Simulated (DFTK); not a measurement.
Crystal: Ag.

```
Ag
1.0
    -1.65565    1.65565    1.65565
     1.65565   -1.65565    1.65565
     1.65565    1.65565   -1.65565
Ag
1
Direct
  0.00000 0.00000 0.00000
```

This isn't the form of Ag at room conditions, which is fcc.

| Quantity | Value |
| --- | --- |
| Program | DFTK 0.8.2 |
| Task | single point |
| Functional | PBE |
| Potentials or basis | dojo.nc.sr.pbe.v0_4_1.standard.upf (PBE) |
| Cutoff | 1116 eV |
| k mesh | 11 × 11 × 11 |
| Occupations | fermi-dirac, width 0.05 eV |
| Spin | no spin polarisation |

On this cell: pressure -1.0 GPa; band gap on the k mesh none (metal or under the smearing width).

The same run follows on a disturbed copy (cell strained at random at fixed volume):

```
CELL_PARAMETERS angstrom
-1.66744 1.70967 1.67800
1.64484 -1.66248 1.60821
1.64974 1.64478 -1.63081
ATOMIC_POSITIONS crystal
Ag 0.00036 0.98336 0.99733
```

Q: What does the disturbed cell give?

A: The energy (extrapolated to zero smearing) moves by +2.6 meV/atom; pressure -1.0 GPa; band gap on the k mesh none (metal or under the smearing width).

Stress tensor (GPa, compression positive):
```
-1.01  0.53  0.65
 0.53 -0.74 -1.55
 0.65 -1.55 -1.15
```
